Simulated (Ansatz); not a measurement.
Reactions of CH9BSSi2 (`BS[SiH2][SiH2]C`).

Gas-phase electronic energies from Ansatz, PBE0-D4/def2-TZVP geometries. CCSD(T)/CBS is the MP2 limit (def2-TZVPP, def2-QZVPP) plus CCSD(T) − MP2 in def2-TZVPP, frozen cores. This one scheme is used for every species. DFT in def2-TZVPP. For Br outer-core shells are correlated without core-valence functions, which leaves a few kJ/mol of doubt a bond. Scalar relativity is left out up to krypton. Each species was taken in one conformer, which may not be the lowest.

```
                                                                                                 reaction  PBE0-D4 (kJ/mol)  B2PLYP (kJ/mol)  PBE-D4 (kJ/mol)  MP2/CBS(def2) (kJ/mol)
                                            `BS[SiH2][SiH2]C` + `CC(=O)O` → `C[SiH2]OC(C)=O` + `BS[SiH3]`               -64              -89              -57                     -89
`BS[SiH2][SiH2]C` + `[SiH3][SiH2][SiH]1[CH2][AlH]1` → `C[SiH2][SiH]1[CH2][AlH]1` + `BS[SiH2][SiH2][SiH3]`                 0                2                0                       0
                                                `BS[SiH2][SiH2]C` + `CBNC` → `BN(C)BC` + `C[SiH2][SiH2]S`                -1               -7                3                      -8
                                                       `BS[SiH2][SiH2]C` + HBr → `C[SiH2][SiH2]Br` + `BS`               -40              -46              -38                     -43
```

Question: Give the CCSD(T)/CBS values in the same order. (Estimate.)

Answer: Computed: -84, 0, -8, -42 kJ/mol.

Largest T1 diagnostic: 0.015, for `BS[SiH2][SiH2][SiH3]`.
